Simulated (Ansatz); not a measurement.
**NaCl (Fm-3m), two-dimensional strain map**

These are results of DFT PBE, scalar-relativistic, plane waves, PAW (Ansatz 0.2.0), not measurements. Settings: plane waves to 420 eV, k-mesh 8×8×8 (Γ-centred), Gaussian smearing 0.05 eV. No spin polarisation. Energies are free energies at this smearing, counted from the undisturbed cell; pressure is positive in compression.

Zero of the scan (as given, not relaxed at this level; it stands at 0.4 GPa):

```
Na Cl
1.0
     0.00000    2.83175    2.83175
     2.83175    0.00000    2.83175
     2.83175    2.83175    0.00000
Na Cl
1 1
Cartesian
  0.0000 0.0000 0.0000
  2.8317 2.8317 2.8317
```

The cell is strained by p along both x and y and by q along z, fractional coordinates fixed. Points are written (p, q).

Energy above the undisturbed cell in meV/atom (a dash: not computed):

```
 p \ q  -0.080  -0.040  0.000  0.040  0.080
-0.080   153.9   111.8   90.7   82.9   82.9
-0.040    72.7    37.0   21.8      ?   23.8
 0.000       ?     9.4    0.0    2.5      ?
 0.040    34.4    11.3      ?   15.3   29.3
 0.080    48.1    30.9   32.7   45.6   64.4
```

**Question.** Fill in the withheld energies.

**Answer.** (-0.040, 0.040): 19.1; (0.000, -0.080): 38.7; (0.000, 0.080): 11.8; (0.040, 0.000): 7.6.